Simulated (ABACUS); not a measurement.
# MoS2 (R-3m) in ABACUS: reference runs

How does MoS2 come out in PBE? The cell is run as given and disturbed.

Everything below comes from runs of ABACUS 3.10.1. Logs are shortened: lines on timing, memory, paths and dates and some standing lists are left out, and cuts for length are marked.

### Step 1. Starting point

It takes space group R-3m (No. 166, trigonal). The conventional cell has a = 3.171 Å, b = 3.171 Å, c = 18.345 Å, α = 90.00°, β = 90.00°, γ = 120.00°. Mo (site symmetry -3m) has 6 S at 2.39 Å as nearest neighbours. S (site symmetry 3m) is surrounded by 3 Mo at 2.39 Å.

Measurements of this composition are mostly on another form, of space group No. 194.

### Step 2. Single point, PBE

Contents of INPUT:

```
INPUT_PARAMETERS
suffix              MoS2
calculation         scf
basis_type          pw
pseudo_dir          ./
symmetry            1
dft_functional      pbe
ecutwfc             81
pseudo_rcut         10
nspin               1
nbands              17
ks_solver           dav
smearing_method     fd
smearing_sigma      0.00367493
scf_thr             1e-08
scf_nmax            100
mixing_type         broyden
mixing_beta         0.7
cal_force           1
cal_stress          1
kpar                4
```

Contents of STRU:

```
ATOMIC_SPECIES
Mo 95.9500 Mo.upf
S 32.0600 S.upf

LATTICE_CONSTANT
1.8897261246

LATTICE_VECTORS
1.5855000000 0.9153888518 6.1149966667
-1.5855000000 0.9153888518 6.1149966667
0.0000000000 -1.8307777036 6.1149966667

ATOMIC_POSITIONS
Direct

Mo
0.0
1
0.0000000000 0.0000000000 0.0000000000 1 1 1

S
0.0
2
0.2500000000 0.2500000000 0.2500000000 1 1 1
0.7500000000 0.7500000000 0.7500000000 1 1 1
```

Contents of KPT:

```
K_POINTS
0
Gamma
10 10 10 0 0 0
```

Potentials or basis: PseudoDojo NC SR 0.4.1 PBE standard, plane waves.

The run is started by

```sh
$ OMP_NUM_THREADS=1 mpirun -np 4 abacus > log
```

running log:

```text
ABACUS v3.10.1

               Atomic-orbital Based Ab-initio Computation at UStc

 ------------------------------------------------------------------------------------

 READING GENERAL INFORMATION
                           global_out_dir = OUT.MoS2/
                           global_in_card = INPUT
                               pseudo_dir = ./
                              orbital_dir =
                                    DSIZE = 4
                                    GSIZE = 1

 READING UNITCELL INFORMATION
                                    ntype = 2
                  lattice constant (Bohr) = 1.88973
              lattice constant (Angstrom) = 1

 READING ATOM TYPE 1
                               atom label = Mo
                      L=0, number of zeta = 1
                      L=1, number of zeta = 1
                      L=2, number of zeta = 1
             number of atom for this type = 1

 READING ATOM TYPE 2
                               atom label = S
                      L=0, number of zeta = 1
                      L=1, number of zeta = 1
                      L=2, number of zeta = 1
             number of atom for this type = 2

                        TOTAL ATOM NUMBER = 3
DIRECT COORDINATES
    atom                   x                   y                   z     mag                  vx                  vy                  vz
taud_Mo1            0.0000000000        0.0000000000        0.0000000000  0.0000        0.0000000000        0.0000000000        0.0000000000
taud_S1            0.2500000000        0.2500000000        0.2500000000  0.0000        0.0000000000        0.0000000000        0.0000000000
taud_S2            0.7500000000        0.7500000000        0.7500000000  0.0000        0.0000000000        0.0000000000        0.0000000000

                          Volume (Bohr^3) = 359.349
                             Volume (A^3) = 53.2499

 Lattice vectors: (Cartesian coordinate: in unit of a_0)
              +1.5855           +0.915389              +6.115
              -1.5855           +0.915389              +6.115
                   +0            -1.83078              +6.115
 Reciprocal vectors: (Cartesian coordinate: in unit of 2 pi/a_0)
            +0.315358           +0.182072          +0.0545108
            -0.315358           +0.182072          +0.0545108
                   +0           -0.364144          +0.0545108
 The esolver type has been set to : ksdft_pw

                PAO radial cut off (Bohr) = 10

 Read in pseudopotential file is Mo.upf
                     pseudopotential type = NC
          exchange-correlation functional = PBE
                 nonlocal core correction = 1
                        valence electrons = 14
                                     lmax = 2
                           number of zeta = 4
                     number of projectors = 6
                           L of projector = 0
                           L of projector = 0
[... 201 lines left out ...]
      TOTAL NUMBER OF NONLOCAL PROJECTORS = 54

 Init Non-Local PseudoPotential table :
 Init Non-Local-Pseudopotential done.

                                     npwx = 4446

 Make real space PAO into reciprocal space.
       max mesh points in Pseudopotential = 1001
     dq(describe PAO in reciprocal space) = 0.01
                                    max q = 1084

 number of pseudo atomic orbitals for Mo is 4
WARNING: norm of atomic wavefunction # 3 of atomic type Mo is 0.999963, renormalized
WARNING: norm of atomic wavefunction # 4 of atomic type Mo is 0.999469, renormalized

 number of pseudo atomic orbitals for S is 2
WARNING: norm of atomic wavefunction # 2 of atomic type S is 0.999996, renormalized

 -------------------------------------------
 SELF-CONSISTENT
 -------------------------------------------

                                 init_chg = atomic

 PW ALGORITHM --------------- ION=   1  ELEC=   1--------------------------------

 Density error is 0.500249901548
                          Error Threshold = 0.01
----------------------------------------------------------
     Energy           Rydberg                 eV
----------------------------------------------------------
 E_KohnSham     -184.5978541654      -2511.5826552229
 E_Harris       -191.1786657677      -2601.1191904781
 E_Fermi        0.8616992520         11.7240197892
----------------------------------------------------------
[... 87 lines left out ...]
 Density error is 3.58022448394e-09
                          Error Threshold = 4.59750257245e-10
----------------------------------------------------------
     Energy           Rydberg                 eV
----------------------------------------------------------
 E_KohnSham     -184.8337623237      -2514.7923503804
 E_KS(sigma->0) -184.8335427410      -2514.7893628044
 E_Harris       -184.8331132566      -2514.7835193691
 E_band         -11.2167792917       -152.6121115749
 E_one_elec     -86.7198350184       -1179.8838858703
 E_Hartree      54.5962210580        742.8196956560
 E_xc           -33.4257862965       -454.7811537631
 E_Ewald        -119.2839229013      -1622.9410312509
 E_entropy(-TS) -0.0004391654        -0.0059751521
 E_descf        0.0000000000         0.0000000000
 E_exx          0.0000000000         0.0000000000
 E_Fermi        0.8331491180         11.3355752888
----------------------------------------------------------

 charge density convergence is achieved
 final etot is -2514.7923504 eV
 EFERMI = 11.335575289 eV

 STATE ENERGY(eV) AND OCCUPATIONS    NSPIN == 1
 1/29 kpoint (Cartesian) = 0.0000 0.0000 0.0000 (4437 pws)
       1       -50.5014     0.00200000
       2       -24.5787     0.00200000
       3       -24.4904     0.00200000
       4       -24.4904     0.00200000
       5       -3.89387     0.00200000
       6       -2.26080     0.00200000
[... 9 lines left out ...]
      16        14.6759    1.93953e-32
[... 82 lines left out ...]
       4       -24.4967     0.00600000
       5       -2.25653     0.00600000
       6       -1.30652     0.00600000
[... 9 lines left out ...]
      16        14.7032    3.36713e-32
      17        15.4659    7.99611e-39

[... levels at 23 further k points ...]

------------------------------------------------------------------------------------------
 TOTAL-FORCE (eV/Angstrom)
------------------------------------------------------------------------------------------
                       Mo1         0.0000000000         0.0000000000         0.0000000000
                        S1         0.0000000000         0.0000000000        -1.0159813799
                        S2         0.0000000000         0.0000000000         1.0159813799
------------------------------------------------------------------------------------------

----------------------------------------------------------------
 TOTAL-STRESS (KBAR)
----------------------------------------------------------------
        65.3507690541         0.0000000000        -0.0000000000
         0.0000000000        65.3507690541        -0.0000000000
         0.0000000000         0.0000000000       109.1935182139
----------------------------------------------------------------
 TOTAL-PRESSURE: 79.965019 KBAR

 --------------------------------------------
 !FINAL_ETOT_IS -2514.7923503804099710 eV
 --------------------------------------------
```

Wall time 3.7 min (4 MPI ranks of Intel Xeon Platinum 8259CL at 2.50GHz (Skylake/Cascade Lake), shared host); peak memory 0.76 GiB.

What came out:

```
Free energy            : -2514.7924 eV
Pressure               : 8.0 GPa
Largest force          : 1.016 eV/Å
Band gap on the k mesh : none (metal or under the smearing width)
```

Forces in eV/Å, atoms in the order of the input:
```
Mo   0.000  0.000  0.000
S    0.000  0.000 -1.016
S    0.000  0.000  1.016
```

Stress tensor (GPa, compression positive):
```
 6.54  0.00  0.00
 0.00  6.54  0.00
 0.00  0.00 10.92
```

Caveat: the cell's inner coordinates are idealised or old, which leaves forces on the atoms.

### Step 3. Single point, PBE (atoms moved at random, drawn with an rms of 0.05 Å)

Changes to INPUT since step 2:

```diff
@@ -20,2 +20,4 @@
 cal_stress          1
-kpar                4
+out_chg             1
+out_pot             2
+out_elf             1
```

Contents of STRU:

```
ATOMIC_SPECIES
Mo 95.9500 Mo.upf
S 32.0600 S.upf

LATTICE_CONSTANT
1.8897261246

LATTICE_VECTORS
1.5855000000 0.9153888518 6.1149966667
-1.5855000000 0.9153888518 6.1149966667
0.0000000000 -1.8307777036 6.1149966667

ATOMIC_POSITIONS
Direct

Mo
0.0
1
0.0052620000 -0.0115280000 0.0065370000 1 1 1

S
0.0
2
0.2490960000 0.2571700000 0.2399380000 1 1 1
0.7417570000 0.7326440000 0.7698040000 1 1 1
```

KPT is that of step 2.

Potentials or basis: PseudoDojo NC SR 0.4.1 PBE standard, plane waves.

The run is started by

```sh
$ OMP_NUM_THREADS=1 mpirun -np 4 abacus > log
```

running log:

```text
ABACUS v3.10.1

               Atomic-orbital Based Ab-initio Computation at UStc

 ------------------------------------------------------------------------------------

 READING GENERAL INFORMATION
                           global_out_dir = OUT.MoS2/
                           global_in_card = INPUT
                               pseudo_dir = ./
[... 8 lines left out ...]

 READING ATOM TYPE 1
                               atom label = Mo
                      L=0, number of zeta = 1
                      L=1, number of zeta = 1
                      L=2, number of zeta = 1
             number of atom for this type = 1

 READING ATOM TYPE 2
                               atom label = S
                      L=0, number of zeta = 1
                      L=1, number of zeta = 1
                      L=2, number of zeta = 1
             number of atom for this type = 2

                        TOTAL ATOM NUMBER = 3
DIRECT COORDINATES
    atom                   x                   y                   z     mag                  vx                  vy                  vz
taud_Mo1            0.0052620000        0.9884720000        0.0065370000  0.0000        0.0000000000        0.0000000000        0.0000000000
taud_S1            0.2490960000        0.2571700000        0.2399380000  0.0000        0.0000000000        0.0000000000        0.0000000000
taud_S2            0.7417570000        0.7326440000        0.7698040000  0.0000        0.0000000000        0.0000000000        0.0000000000

                          Volume (Bohr^3) = 359.349
                             Volume (A^3) = 53.2499

 Lattice vectors: (Cartesian coordinate: in unit of a_0)
              +1.5855           +0.915389              +6.115
              -1.5855           +0.915389              +6.115
                   +0            -1.83078              +6.115
 Reciprocal vectors: (Cartesian coordinate: in unit of 2 pi/a_0)
            +0.315358           +0.182072          +0.0545108
            -0.315358           +0.182072          +0.0545108
                   +0           -0.364144          +0.0545108
 The esolver type has been set to : ksdft_pw

                PAO radial cut off (Bohr) = 10

 Read in pseudopotential file is Mo.upf
                     pseudopotential type = NC
          exchange-correlation functional = PBE
                 nonlocal core correction = 1
                        valence electrons = 14
                                     lmax = 2
                           number of zeta = 4
                     number of projectors = 6
                           L of projector = 0
[... 5 lines left out ...]
                PAO radial cut off (Bohr) = 10

 Read in pseudopotential file is S.upf
                     pseudopotential type = NC
          exchange-correlation functional = PBE
                 nonlocal core correction = 1
                        valence electrons = 6
                                     lmax = 2
                           number of zeta = 2
                     number of projectors = 6
                           L of projector = 0
                           L of projector = 0
                           L of projector = 1
                           L of projector = 1
                           L of projector = 2
                           L of projector = 2
     initial pseudo atomic orbital number = 18

 SETUP THE ELECTRONS NUMBER
            electron number of element Mo = 14
      total electron number of element Mo = 14
             electron number of element S = 6
       total electron number of element S = 12
            AUTOSET number of electrons:  = 26
                           occupied bands = 13
                                   NBANDS = 17
                                   NLOCAL = 27

%%%%%%%%%%%%%%%%%%%%%%%%%%%%%%%%%%%%%%%%%%%%%%%%%%%%%%%%%%%%%%%%%%%%%%%%%%%%%%%%%%%%%%%%%%%%%%%%%%%%%%%%%%
 Warning: the number of valence electrons in pseudopotential > 6 for Mo: [Kr] 4d5 5s1
[... 118 lines left out ...]

           k-point number in this process = 504
       minimum distributed K point number = 504
[... stars of the k points ...]

[... K-POINTS CARTESIAN COORDINATES: 504 rows ...]

[... K-POINTS DIRECT COORDINATES: 504 rows ...]

 SETUP PLANE WAVES FOR WAVE FUNCTIONS
     energy cutoff for wavefunc (unit:Ry) = 81
              fft grid for wave functions = [ 72, 72, 72 ]
                    number of plane waves = 6193
                         number of sticks = 565

 PARALLEL PW FOR WAVE FUNCTIONS
     PROC   COLUMNS(POT)             PW
        1            141           1548
        2            141           1548
        3            142           1549
        4            141           1548
 --------------- sum -------------------
        4            565           6193

 SETUP NONLOCAL PSEUDOPOTENTIALS IN PLANE WAVE BASIS
 Mo non-local projectors:
 projector 1 L=0
 projector 2 L=0
 projector 3 L=1
 projector 4 L=1
 projector 5 L=2
 projector 6 L=2
 S non-local projectors:
 projector 1 L=0
 projector 2 L=0
 projector 3 L=1
 projector 4 L=1
 projector 5 L=2
 projector 6 L=2
      TOTAL NUMBER OF NONLOCAL PROJECTORS = 54

 Init Non-Local PseudoPotential table :
 Init Non-Local-Pseudopotential done.

                                     npwx = 1133

 Make real space PAO into reciprocal space.
       max mesh points in Pseudopotential = 1001
     dq(describe PAO in reciprocal space) = 0.01
                                    max q = 1084

 number of pseudo atomic orbitals for Mo is 4
WARNING: norm of atomic wavefunction # 3 of atomic type Mo is 0.999963, renormalized
WARNING: norm of atomic wavefunction # 4 of atomic type Mo is 0.999469, renormalized

 number of pseudo atomic orbitals for S is 2
WARNING: norm of atomic wavefunction # 2 of atomic type S is 0.999996, renormalized

 -------------------------------------------
 SELF-CONSISTENT
 -------------------------------------------
                                 init_chg = atomic

 PW ALGORITHM --------------- ION=   1  ELEC=   1--------------------------------

 Density error is 0.493717984223
                          Error Threshold = 0.01
----------------------------------------------------------
     Energy           Rydberg                 eV
----------------------------------------------------------
 E_KohnSham     -184.5983725478      -2511.5897081774
 E_Harris       -191.0979797006      -2600.0214002166
 E_Fermi        0.8612809539         11.7183285520
----------------------------------------------------------
[... 99 lines left out ...]
 Density error is 3.34053490463e-09
                          Error Threshold = 1.28247275617e-10
----------------------------------------------------------
     Energy           Rydberg                 eV
----------------------------------------------------------
 E_KohnSham     -184.8303366356      -2514.7457415018
 E_KS(sigma->0) -184.8301097159      -2514.7426541020
 E_Harris       -184.8297014191      -2514.7370989385
 E_band         -11.2346959810       -152.8558806386
 E_one_elec     -87.3967160721       -1189.0933250690
 E_Hartree      54.9330451927        747.4024231120
 E_xc           -33.4369984291       -454.9337026522
 E_Ewald        -118.9292134878      -1618.1149620931
 E_entropy(-TS) -0.0004538392        -0.0061747996
 E_descf        0.0000000000         0.0000000000
 E_exx          0.0000000000         0.0000000000
 E_Fermi        0.8331821222         11.3360243335
----------------------------------------------------------

 charge density convergence is achieved
 final etot is -2514.7457415 eV
 EFERMI = 11.336024333 eV
The vacuum level is 10.221191371 eV

 STATE ENERGY(eV) AND OCCUPATIONS    NSPIN == 1
 1/504 kpoint (Cartesian) = 0.0000 0.0000 0.0000 (1108 pws)
       1       -50.4991     0.00200000
       2       -24.5827     0.00200000
       3       -24.5099     0.00200000
       4       -24.4722     0.00200000
       5       -3.91072     0.00200000
       6       -2.26371     0.00200000
[... 9 lines left out ...]
      16        14.5896    1.09750e-31
[... 82 lines left out ...]
       4       -24.4968     0.00200000
       5       -2.27919     0.00200000
       6       -1.32055     0.00200000
[... 9 lines left out ...]
      16        14.7018    1.16593e-32
      17        15.4856    1.81335e-39

[... levels at 498 further k points ...]

------------------------------------------------------------------------------------------
 TOTAL-FORCE (eV/Angstrom)
------------------------------------------------------------------------------------------
                       Mo1        -0.2124789694        -0.0519569390        -0.7900631350
                        S1         0.2280533060        -0.3724063586        -0.7661340728
                        S2        -0.0155743366         0.4243632975         1.5561972078
------------------------------------------------------------------------------------------

----------------------------------------------------------------
 TOTAL-STRESS (KBAR)
----------------------------------------------------------------
        90.5259146834        -4.2517572543       -11.0378905375
        -4.2517572542        56.2452675371        35.5588287009
       -11.0378905375        35.5588287009       120.6909956211
----------------------------------------------------------------
 TOTAL-PRESSURE: 89.154059 KBAR

 --------------------------------------------
 !FINAL_ETOT_IS -2514.7457415017711355 eV
 --------------------------------------------
```

Run time: 14 min. Hardware: 4 MPI ranks of Intel Xeon Platinum 8259CL at 2.50GHz (Skylake/Cascade Lake), shared host; peak memory 1 GiB.

Results:

- Free energy: -2514.7457 eV
- Pressure: 8.9 GPa
- Largest force: 1.613 eV/Å
- Band gap on the k mesh: none (metal or under the smearing width)

Forces on the atoms (eV/Å):
```
Mo  -0.212 -0.052 -0.790
S    0.228 -0.372 -0.766
S   -0.016  0.424  1.556
```

Caveat: the cell's inner coordinates are idealised or old, which leaves forces on the atoms.
